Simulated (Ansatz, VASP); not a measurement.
**Two plane-wave programs on In3O**

```
In O
1.0
     5.22674    0.00000    0.00000
    -2.61337    4.52649    0.00000
     0.00000    0.00000    4.37614
In O
3 1
Direct
  0.33333 0.66667 0.00000
  0.66667 0.33333 0.00000
  0.00000 0.00000 0.50000
  0.00000 0.00000 0.00000
```

Alike in both runs: functional PBE; k mesh 6 × 6 × 4; occupations gaussian, width 0.1 eV; no spin polarisation.

Ansatz relaxed the structure, and its values are those at the end. VASP's run is a single point on that final structure, the one shown.

|  | VASP | Ansatz |
| --- | --- | --- |
| version | VASP 6.6.1 | Ansatz 0.2.0 |
| potentials or method | VASP PAW PBE potentials, release 64 (In_d, O) | scalar-relativistic, plane waves, PAW |
| plane-wave cutoff (eV) | 520 | 420 |
| valence electrons in the cell | 45 | 45 |

|  | VASP | Ansatz | Ansatz less VASP |
| --- | --- | --- | --- |
| gap on the k mesh at the Fermi level (eV) | none | none | - |
| pressure (GPa) | 0.1 | 0.1 | -0.01 |

A gap of «none» marks a metal or a gap that the smearing closes. The functional is the same, so the differences come from potentials, cutoffs and numerics.

Caveats: an odd number of electrons without spin polarisation forces a metal; a magnetic or distorted state may lie lower.
